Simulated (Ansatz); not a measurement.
# linear Re chain, moments started antiparallel: period, moment and channels by functional, part 2 of 2

How many channels does the linear Re chain, moments started antiparallel carry, and how sure is the answer?

Ansatz 0.2.0; DFT PBE, plane waves, PAW; relaxation of a chain's period (the session's first sound run).

So far, conductance of the lead as this run defines it (G₀): step 3 (bands of the perfect wire, level PBE, k-mesh 1×1×18) 3.83; step 5 (PBEsol, another cell, other starting moments) 3.99; step 7 (LDA, another cell, other starting moments) 4.62. Also absolute moment (μB): step 2 (relaxation of atoms and period, level PBE, cutoff 420 eV) 4.79; step 3 4.71; step 4 (PBEsol) 4.34; step 6 (LDA) 2.71.

### Step 8. Relaxation of atoms and period

This step: DFT RPBE, plane waves, PAW; relaxation of a chain's period (Ansatz 0.2.0).

The relaxation is repeated under another functional. RPBE strengthens the exchange enhancement and tends to longer, weaker bonds than PBE.

input.yaml

```yaml
crystal:
  lattice:
    - [7.5, 0.0, 0.0]
    - [0.0, 7.5, 0.0]
    - [0.0, 0.0, 5.738]
  atoms:
    - { symbol: Re, position: [0.5, 0.5, 0.0], spin: 2.0 }
    - { symbol: Re, position: [0.5, 0.5, 0.5], spin: -2.0 }
magnetization:
  spin_polarized: true
kpoints:
  mp_grid: { grid: [1, 1, 14] }
scf:
  occupations: { method: fermi_dirac, width: 0.05 }
hamiltonian:
  xc: rpbe
relax:
  cell: { fix: [a, b, alpha, beta, gamma] }
  max_steps: 60
```

Launch:

```bash
$ ansatz run input.yaml --threads 4 --pin off --max-ram 8192MiB --backend cpu --events-out ev --progress --plain --runs-dir out
```

The job ended after 9.5 s (4 threads of Arm Neoverse V2, shared host; peak memory 0.59 GiB).

Relaxation path:

| step | energy less that of the first step (eV) | largest force component (eV/Å) | pressure (GPa) | volume (Å³) |
| --- | --- | --- | --- | --- |
| 1 | 0.0000 | 0.0000 | -2.14 | 322.76 |
| 2 | -0.6324 | 0.0000 | -2.28 | 307.03 |
| 3 | -1.2377 | 0.0000 | -1.90 | 291.29 |
| 4 | -1.6667 | 0.0000 | -1.06 | 275.56 |
| 5 | -1.7473 | 0.0000 | 0.31 | 262.28 |
| 6 | -1.7602 | 0.0000 | -0.07 | 265.48 |
| 7 | -1.7603 | 0.0000 | -0.10 | 265.78 |
| 8* | -1.7566 | 0.0000 | -0.10 | 265.78 |

Relaxation steps marked * repeat the geometry before them on a plane-wave basis chosen anew for their cell, so energy and pressure can jump there.

The run keeps the 16 symmetry operations that it works with, so distortions that break them were not tested.

| cell as run | before | after | change |
| --- | --- | --- | --- |
| c (Å) | 5.738 | 4.725 | -17.7 % |

The relaxed structure:

```xyz
2
Lattice="7.5000 0.0000 0.0000 0.0000 7.5000 0.0000 0.0000 0.0000 4.7250" Properties=species:S:1:pos:R:3
Re    3.7500    3.7500    0.0000
Re    3.7500    3.7500    2.3625
```

The cell's length comes to 4.725 Å, +1.6 % against the first run, with an absolute moment of 5.35 μB a cell. That is -18 % against the start, more than a small adjustment.

The cell shrank by 17.7 % in its periodic edges.

### Step 9. The wire at its relaxed period, level RPBE, k-mesh 1×1×17

This step: DFT RPBE, plane waves, PAW; channels and complex bands of a perfect chain (Ansatz 0.2.0).

The channels are counted again under RPBE, at the period that it gave.

input.yaml

```yaml
crystal:
  lattice:
    - [7.5, 0.0, 0.0]
    - [0.0, 7.5, 0.0]
    - [0.0, 0.0, 4.7250427679]
  atoms:
    - { symbol: Re, position: [0.5, 0.5, 0.0], spin: 1.62 }
    - { symbol: Re, position: [0.5, 0.5, 0.5], spin: -1.62 }
magnetization:
  spin_polarized: true
kpoints:
  mp_grid: { grid: [1, 1, 17] }
  band_path: { path: ["Γ", Z], npoints: 60 }
scf:
  occupations: { method: fermi_dirac, width: 0.05 }
hamiltonian:
  xc: rpbe
output:
  transmission:
    e_range: [-2, 2]
    de: 0.035
    kmesh: [1, 1]
    reduced_basis: true
    leads: [[0, 0]]
  dos: { projected: true, e_range: [-6, 4] }
```

Run time: 36 s. Hardware: 4 threads; peak memory 0.63 GiB.

Open channels of the lead against energy, zero at the Fermi level:

| energy (eV) | spin up | spin down |
| --- | --- | --- |
| -2.000 | 3 | 3 |
| -1.895 | 3 | 3 |
| -1.790 | 1 | 1 |
| -1.685 | 1 | 1 |
| -1.615 | 1 | 1 |
| -1.510 | 1 | 1 |
| -1.405 | 0 | 0 |
| -1.300 | 0 | 0 |
| -1.195 | 1 | 1 |
| -1.090 | 3 | 3 |
| -0.985 | 3 | 3 |
| -0.915 | 3 | 3 |
| -0.810 | 3 | 3 |
| -0.705 | 3 | 3 |
| -0.600 | 3 | 3 |
| -0.495 | 3 | 3 |
| -0.390 | 3 | 3 |
| -0.285 | 3 | 3 |
| -0.215 | 3 | 3 |
| -0.110 | 3 | 3 |
| -0.005 | 3 | 3 |
| 0.100 | 3 | 3 |
| 0.205 | 4 | 4 |
| 0.310 | 4 | 4 |
| 0.415 | 4 | 4 |
| 0.485 | 4 | 4 |
| 0.590 | 6 | 6 |
| 0.695 | 6 | 6 |
| 0.800 | 6 | 6 |
| 0.905 | 6 | 6 |
| 1.010 | 4 | 4 |
| 1.115 | 4 | 4 |
| 1.185 | 4 | 4 |
| 1.290 | 4 | 4 |
| 1.395 | 3 | 3 |
| 1.500 | 3 | 3 |
| 1.605 | 3 | 3 |
| 1.710 | 3 | 3 |
| 1.815 | 1 | 1 |
| 1.885 | 1 | 1 |

At the computed energy nearest the Fermi level there are 3 spin-up and 3 spin-down channels, and the thermal average gives 3.01 G₀.

### Step 10. Comparing the runs

Times are for 4 threads of Arm Neoverse V2, shared host. Results by setting:

| no. | level | conductance of the lead as this run defines it (G₀) | absolute moment (μB) | time | memory (GiB) |
| --- | --- | --- | --- | --- | --- |
| 1 | PBE | 3.827 | 4.707 | 39 s | 0.64 |
| 2 | PBEsol | 3.995 | 4.213 | 39 s | 0.63 |
| 3 | LDA | 4.617 | 2.617 | 37 s | 0.65 |
| 4 | RPBE | 3.010 | 5.345 | 36 s | 0.63 |

The runs together, line spin up. Open channels of the lead, spin up against energy, zero at the Fermi level:

| energy (eV) | PBE | PBEsol | LDA | RPBE |
| --- | --- | --- | --- | --- |
| -2.0000 | 4 | 4 | 4 | 3 |
| -1.7550 | 3 | 3 | 4 | 1 |
| -1.5100 | 1 | 3 | 2 | 1 |
| -1.2650 | 1 | 3 | 3 | 0 |
| -0.9850 | 3 | 3 | 5 | 3 |
| -0.7400 | 3 | 3 | 2 | 3 |
| -0.4950 | 3 | 3 | 4 | 3 |
| -0.2500 | 3 | 3 | 3 | 3 |
| -0.0050 | 4 | 4 | 4 | 3 |
| 0.2400 | 4 | 4 | 6 | 4 |
| 0.4850 | 6 | 6 | 6 | 4 |
| 0.7650 | 6 | 6 | 6 | 6 |
| 1.0100 | 4 | 4 | 4 | 4 |
| 1.2550 | 4 | 4 | 4 | 4 |
| 1.5000 | 3 | 4 | 4 | 3 |
| 1.7450 | 3 | 3 | 3 | 1 |

### Step 11. The relaxed wire, cutoff 979.61 eV

This step: DFT PBE, plane waves, norm-conserving; relaxation of a chain's period (Ansatz 0.2.0).

The same functional on other atomic datasets tests how far the result hangs on the treatment of the cores. Against the first PBE run of this kind, the cutoff is 979.61 eV against 420.

input.yaml

```yaml
crystal:
  lattice:
    - [7.5, 0.0, 0.0]
    - [0.0, 7.5, 0.0]
    - [0.0, 0.0, 5.738]
  atoms:
    - { symbol: Re, position: [0.5, 0.5, 0.0], spin: 2.0 }
    - { symbol: Re, position: [0.5, 0.5, 0.5], spin: -2.0 }
magnetization:
  spin_polarized: true
kpoints:
  mp_grid: { grid: [1, 1, 14] }
scf:
  occupations: { method: fermi_dirac, width: 0.05 }
hamiltonian:
  xc: pbe
  pseudopotentials: { kind: nc, accuracy: standard }
relax:
  cell: { fix: [a, b, alpha, beta, gamma] }
  max_steps: 60
```

The job ended after 24 s (4 threads; peak memory 1.2 GiB; 91 s of CPU time).

The cell's length comes to 4.652 Å, +0.0 % against the first run, with an absolute moment of 4.82 μB a cell. That is -19 % against the start, more than a small adjustment.

### Step 12. The relaxed wire

This step: DFT PBE, plane waves, PAW; relaxation of a chain's period (Ansatz 0.2.0).

The same relaxation without spin shows what magnetism does to the bond.

input.yaml, the sections that differ from step 11:

```yaml
crystal:
  lattice:
    - [7.5, 0.0, 0.0]
    - [0.0, 7.5, 0.0]
    - [0.0, 0.0, 5.738]
  atoms:
    - { symbol: Re, position: [0.5, 0.5, 0.0] }
    - { symbol: Re, position: [0.5, 0.5, 0.5] }
hamiltonian:
  xc: pbe
# kpoints, scf, relax: as in step 11
# magnetization: removed
```

Wall time 5.9 s (4 threads); peak memory 0.53 GiB.

The cell's length comes to 4.511 Å, -3.0 % against the first run, with spin left out. The two atoms stand evenly on a line, so the true period is half of it. That is -21 % against the start, more than a small adjustment.

### Step 13. The series together

Times are for 4 threads of Arm Neoverse V2, shared host. Results by setting:

| no. | level | cell length along the wire (Å) | absolute moment (μB) | time | memory (GiB) |
| --- | --- | --- | --- | --- | --- |
| 1 | PBE | 4.650 | 4.792 | 8.3 s | 0.58 |
| 2 | PBEsol | 4.575 | 4.336 | 9.4 s | 0.59 |
| 3 | LDA | 4.485 | 2.713 | 9.2 s | 0.54 |
| 4 | RPBE | 4.725 | 5.352 | 9.5 s | 0.59 |
| 5 | PBE, NC files | 4.652 | 4.819 | 24 s | 1.2 |
| 6 | PBE, no spin | 4.511 | 0 | 5.9 s | 0.53 |

### Step 14. Two-component spinors, moment axis along the chain

This step: DFT PBE, plane waves, fully relativistic PAW; channels of a perfect chain with spin-orbit coupling (Ansatz 0.2.0).

Spin-orbit coupling mixes the spins and splits bands that cross or touch without it, so it can open or close channels. Fully relativistic datasets take the place of the scalar ones. The window is narrow, since spinor matrices are twice as large.

input.yaml

```yaml
crystal:
  lattice:
    - [7.5, 0.0, 0.0]
    - [0.0, 7.5, 0.0]
    - [0.0, 0.0, 4.6502710722]
  atoms:
    - { symbol: Re, position: [0.5, 0.5, 0.0], spin: 1.44, spin_axis: [0.0, 0.0, 1.0] }
    - { symbol: Re, position: [0.5, 0.5, 0.5], spin: 1.44, spin_axis: [0.0, 0.0, -1.0] }
kpoints:
  mp_grid: { grid: [1, 1, 18] }
  band_path: { path: ["Γ", Z], npoints: 60 }
scf:
  occupations: { method: fermi_dirac, width: 0.05 }
hamiltonian:
  xc: pbe
  pseudopotentials: { kind: paw_fr }
output:
  transmission:
    e_range: [-0.42, 0.42]
    de: 0.035
    kmesh: [1, 1]
    reduced_basis: false
    leads: [[0, 0]]
magnetization:
  noncollinear: true
  spin_orbit: true
```

Wall time 8.5 min (4 threads); peak memory 4.7 GiB; 29 min of CPU time.

Numbers from this step:

```yaml
energy_at_zero_smearing: -21779.5313 eV
absolute_moment: 4.606 μB
conductance_of_the_lead_as_this_run_defines_it: 3.647 G₀
channels_at_the_energy_nearest_the_fermi_level_both_spins: 8
```

The open channels of the lead, both spins by energy, zero at the Fermi level:

energy (eV), open channels of the lead, both spins and a bar from the least value:
```
   -0.420        6.0 
   -0.385        6.0 
   -0.350        6.0 
   -0.315        6.0 
   -0.280        6.0 
   -0.245        6.0 
   -0.210        6.0 
   -0.175        6.0 
   -0.140        6.0 
   -0.105        6.0 
   -0.070        6.0 
   -0.035        6.0 
    0.000        8.0 ###############
    0.035        8.0 ###############
    0.070        8.0 ###############
    0.105        8.0 ###############
    0.140        8.0 ###############
    0.175       10.0 ##############################
    0.210       10.0 ##############################
    0.245       10.0 ##############################
    0.280       10.0 ##############################
    0.315       10.0 ##############################
    0.350       10.0 ##############################
    0.385       10.0 ##############################
    0.420       10.0 ##############################
```

The slowest values at each energy, most degenerate partners merged, listed up to 1.5 1/Å. The Im kz of the slowest decaying states by energy, zero at the Fermi level:

| energy (eV) | decay 1 (Å⁻¹) | decay 2 (Å⁻¹) | decay 3 (Å⁻¹) | decay 4 (Å⁻¹) |
| --- | --- | --- | --- | --- |
| -0.420 | 0.110 | 0.349 | 0.358 | 0.996 |
| -0.385 | 0.103 | 0.343 | 0.359 | 0.991 |
| -0.350 | 0.0966 | 0.335 | 0.360 | 0.987 |
| -0.315 | 0.0897 | 0.327 | 0.360 | 0.982 |
| -0.280 | 0.0827 | 0.317 | 0.360 | 0.977 |
| -0.245 | 0.0757 | 0.307 | 0.360 | 0.972 |
| -0.210 | 0.0685 | 0.296 | 0.359 | 0.967 |
| -0.175 | 0.0611 | 0.284 | 0.358 | 0.962 |
| -0.140 | 0.0532 | 0.271 | 0.357 | 0.957 |
| -0.105 | 0.0445 | 0.256 | 0.355 | 0.952 |
| -0.070 | 0.0344 | 0.239 | 0.353 | 0.947 |
| -0.035 | 0.0204 | 0.220 | 0.350 | 0.942 |
| 0.000 | 0.199 | 0.347 | 0.937 | 0.973 |
| 0.035 | 0.174 | 0.343 | 0.932 | 0.968 |
| 0.070 | 0.143 | 0.339 | 0.927 | 0.963 |
| 0.105 | 0.104 | 0.335 | 0.922 | 0.958 |
| 0.140 | 0.0328 | 0.330 | 0.917 | 0.953 |
| 0.175 | 0.324 | 0.912 | 0.948 | 1.01 |
| 0.210 | 0.318 | 0.906 | 0.943 | 1.01 |
| 0.245 | 0.311 | 0.901 | 0.938 | 1.00 |
| 0.280 | 0.304 | 0.896 | 0.933 | 1.00 |
| 0.315 | 0.296 | 0.890 | 0.928 | 0.996 |
| 0.350 | 0.287 | 0.885 | 0.923 | 0.991 |
| 0.385 | 0.278 | 0.880 | 0.918 | 0.986 |
| 0.420 | 0.267 | 0.874 | 0.912 | 0.981 |

Electronic bands along the path, in eV, zero at the Fermi level:

| point | band 29 | band 30 | band 31 | band 32 | band 33 | band 34 | band 35 | band 36 |
| --- | --- | --- | --- | --- | --- | --- | --- | --- |
| Γ | 0.57 | 0.57 | 1.32 | 1.32 | 1.46 | 1.46 | 1.54 | 1.54 |
| halfway | 0.33 | 0.33 | 0.41 | 0.41 | 0.60 | 0.60 | 1.05 | 1.05 |
| Z | -1.12 | -1.12 | -1.11 | -1.11 | -0.86 | -0.86 | -0.02 | -0.02 |

At the computed energy nearest the Fermi level there are 8 spinor channels, and the thermal average gives 3.65 G₀. The run ends with an absolute moment of 4.61 μB a cell.

For the conductance of the lead as this run defines it, step 3 gave 3.83 G₀; this run, with PBE spin-orbit and moment axis along the chain, gives 3.65 G₀ (-5 %).

### Step 15. With spin-orbit coupling, moment axis across the chain

The starting moment is set across the chain: where a moment survives, spin-orbit coupling makes energy and bands depend on its direction.

input.yaml, the sections that differ from step 14:

```yaml
crystal:
  lattice:
    - [7.5, 0.0, 0.0]
    - [0.0, 7.5, 0.0]
    - [0.0, 0.0, 4.6502710722]
  atoms:
    - { symbol: Re, position: [0.5, 0.5, 0.0], spin: 1.44, spin_axis: [0.0, 1.0, 0.0] }
    - { symbol: Re, position: [0.5, 0.5, 0.5], spin: 1.44, spin_axis: [0.0, -1.0, 0.0] }
# kpoints, scf, hamiltonian, output, magnetization: as in step 14
```

It took 9.1 min on 4 threads; peak memory 4.7 GiB.

This step gave:

```
energy at zero smearing                        : -21779.6501 eV
absolute moment                                : 4.565 μB
conductance of the lead as this run defines it : 3.858 G₀
```

The open channels of the lead, both spins by energy, zero at the Fermi level:

energy (eV), open channels of the lead, both spins and a bar from the least value:
```
   -0.420        6.0 
   -0.385        6.0 
   -0.350        6.0 
   -0.315        6.0 
   -0.280        6.0 
   -0.245        6.0 
   -0.210        6.0 
   -0.175        6.0 
   -0.140        6.0 
   -0.105        6.0 
   -0.070        6.0 
   -0.035        8.0 ##########
    0.000        8.0 ##########
    0.035        8.0 ##########
    0.070        8.0 ##########
    0.105        8.0 ##########
    0.140        8.0 ##########
    0.175        8.0 ##########
    0.210        8.0 ##########
    0.245        8.0 ##########
    0.280        8.0 ##########
    0.315        8.0 ##########
    0.350        8.0 ##########
    0.385        8.0 ##########
    0.420       12.0 ##############################
```

At the computed energy nearest the Fermi level there are 8 spinor channels, and the thermal average gives 3.86 G₀. The run ends with an absolute moment of 4.56 μB a cell.

For the conductance of the lead as this run defines it, step 14 gave 3.65 G₀; this run, with moment axis across the chain, gives 3.86 G₀ (+6 %).

### Step 16. A varied input: output.transmission.reduced_basis = false

This step: DFT PBE, plane waves, PAW; channels and complex bands of a perfect chain; changed: output.transmission.reduced_basis = false (Ansatz 0.2.0).

The atoms of the run on the perfect lead (PBE) are kept and the input is varied, to see whether the result depends on it. The ELF is not written this time.

input.yaml, the sections that differ from step 15:

```yaml
crystal:
  lattice:
    - [7.5, 0.0, 0.0]
    - [0.0, 7.5, 0.0]
    - [0.0, 0.0, 4.6502710722]
  atoms:
    - { symbol: Re, position: [0.5, 0.5, 0.0], spin: 1.44 }
    - { symbol: Re, position: [0.5, 0.5, 0.5], spin: -1.44 }
magnetization:
  spin_polarized: true
hamiltonian:
  xc: pbe
output:
  transmission:
    e_range: [-2, 2]
    de: 0.035
    kmesh: [1, 1]
    reduced_basis: false
    leads: [[0, 0]]
  dos: { projected: true, e_range: [-6, 4] }
  write_potential: true
  write_density: true
  volumetric_format: npy
# kpoints, scf: as in step 15
```

It took 7.1 min on 4 threads; peak memory 3.2 GiB; 27 min of CPU time.

Numbers from this step:

* energy at zero smearing: -21725.9139 eV
* absolute moment: 4.707 μB
* channels at the energy nearest the Fermi level, spin up: 4
* channels at the energy nearest the Fermi level, spin down: 4
* conductance of the lead as this run defines it: 3.827 G₀

Table of open channels of the lead by energy, zero at the Fermi level:

| energy (eV) | spin up | spin down |
| --- | --- | --- |
| -2.000 | 4 | 4 |
| -1.790 | 3 | 3 |
| -1.615 | 3 | 3 |
| -1.405 | 1 | 1 |
| -1.195 | 0 | 0 |
| -0.985 | 3 | 3 |
| -0.810 | 3 | 3 |
| -0.600 | 3 | 3 |
| -0.390 | 3 | 3 |
| -0.215 | 3 | 3 |
| -0.005 | 4 | 4 |
| 0.205 | 4 | 4 |
| 0.415 | 6 | 6 |
| 0.590 | 6 | 6 |
| 0.800 | 6 | 6 |
| 1.010 | 4 | 4 |
| 1.185 | 4 | 4 |
| 1.395 | 4 | 4 |
| 1.605 | 3 | 3 |
| 1.815 | 3 | 3 |

It took 7.1 min against 39 s for the run it varies, and the conductance is 3.83 G₀ against 3.83 G₀.

The absolute moment, channels at the energy nearest the Fermi level, spin up, channels at the energy nearest the Fermi level, spin down and conductance of the lead as this run defines it stay within 0.2 % plus 0.001 of the run it varies.

### Step 17. A varied input: output.transmission.temperature = 150.0

This step: DFT PBE, plane waves, PAW; channels and complex bands of a perfect chain; changed: output.transmission.temperature = 150.0 (Ansatz 0.2.0).

Changes to input.yaml since step 16:

```diff
@@ -22,4 +22,5 @@
     kmesh: [1, 1]
-    reduced_basis: false
+    reduced_basis: true
     leads: [[0, 0]]
+    temperature: 150.0
   dos: { projected: true, e_range: [-6, 4] }
```

Wall time 44 s (4 threads); peak memory 0.63 GiB.

Table of open channels of the lead by energy, zero at the Fermi level:

| energy (eV) | spin up | spin down |
| --- | --- | --- |
| -2.00 | 4 | 4 |
| -1.90 | 1 | 1 |
| -1.79 | 3 | 3 |
| -1.69 | 3 | 3 |
| -1.58 | 3 | 3 |
| -1.48 | 1 | 1 |
| -1.37 | 1 | 1 |
| -1.23 | 1 | 1 |
| -1.12 | 2 | 2 |
| -1.02 | 3 | 3 |
| -0.92 | 3 | 3 |
| -0.81 | 3 | 3 |
| -0.70 | 3 | 3 |
| -0.60 | 3 | 3 |
| -0.49 | 3 | 3 |
| -0.39 | 3 | 3 |
| -0.28 | 3 | 3 |
| -0.18 | 3 | 3 |
| -0.07 | 3 | 3 |
| -0.01 | 4 | 4 |
| 0.07 | 4 | 4 |
| 0.17 | 4 | 4 |
| 0.28 | 4 | 4 |
| 0.38 | 5 | 5 |
| 0.48 | 6 | 6 |
| 0.59 | 6 | 6 |
| 0.69 | 6 | 6 |
| 0.80 | 6 | 6 |
| 0.91 | 4 | 4 |
| 1.01 | 4 | 4 |
| 1.11 | 4 | 4 |
| 1.22 | 4 | 4 |
| 1.36 | 4 | 4 |
| 1.47 | 3 | 3 |
| 1.57 | 3 | 3 |
| 1.68 | 3 | 3 |
| 1.78 | 3 | 3 |
| 1.89 | 1 | 1 |
| 1.99 | 1 | 1 |

It took 44 s against 39 s for the run it varies; the program gives no conductance for this window, step and temperature, so that result is lost.

The absolute moment, channels at the energy nearest the Fermi level, spin up and channels at the energy nearest the Fermi level, spin down stay within 0.2 % plus 0.001 of the run it varies.

### Step 18. Results

| Item | Value |
| --- | --- |
| cell length, PBE | 4.650 Å |
| cell length, PBEsol | 4.575 Å |
| cell length, LDA | 4.485 Å |
| cell length, RPBE | 4.725 Å |
| cell length, PBE, NC files | 4.652 Å |
| cell length, PBE, no spin | 4.511 Å |
| conductance, PBE | 3.83 G₀ |
| absolute moment, PBE | 4.71 μB |
| conductance, PBEsol | 3.99 G₀ |
| absolute moment, PBEsol | 4.21 μB |
| conductance, LDA | 4.62 G₀ |
| absolute moment, LDA | 2.62 μB |
| conductance, RPBE | 3.01 G₀ |
| absolute moment, RPBE | 5.35 μB |
| conductance, with spin-orbit coupling, moment along the chain | 3.65 G₀ |
| absolute moment, with spin-orbit coupling, moment along the chain | 4.61 μB |
| conductance, with spin-orbit coupling, moment across the chain | 3.86 G₀ |
| absolute moment, with spin-orbit coupling, moment across the chain | 4.56 μB |

**Reading.** Under PBE the cell's length is 4.65 Å, the absolute moment is 4.71 μB a cell, and it is a metal with 4 spin-up and 4 spin-down channels next to the Fermi level, 3.83 G₀ at 300 K (3.01 to 4.62 over the functionals). The cell's length spans 5.3 % over the functionals, shortest under LDA and longest under RPBE. A perfect wire passes every open channel, so the conductance counts half a G₀ for each forward-moving state at the Fermi level, spin by spin; the value here is no such multiple, since a band edge lies within the thermal window. At the relaxed period it is a straight line with bonds of 2.33 Å, as the straight start enforces by symmetry. With spin-orbit coupling the conductance is 3.65 G₀ for the moment along the chain and 3.86 G₀ across it, and the moment across the chain lies 118.8 meV a cell lower. Spin polarisation changes the energy by -0.415 eV a cell and the cell's length by 3.1 %. Transport is coherent and elastic here: the atoms are frozen, so scattering by vibrations plays no part. No search over magnetic orders was made; another may lie lower. Conductances of a perfect chain off the multiples of half a G0 come from band edges within the thermal window; the square box also splits pairs of bands that an isolated chain keeps degenerate, which moves such edges.

[Logs are printed without paths, hosts, clocks, repeated set-up lines and the standing remarks that a program may print on its own settings, such as how far it seeks lower states.]

[Hosts, paths, dates, database ids (printed as entryN), source tags and the programs' standing remarks are cut or masked in the printed files.]
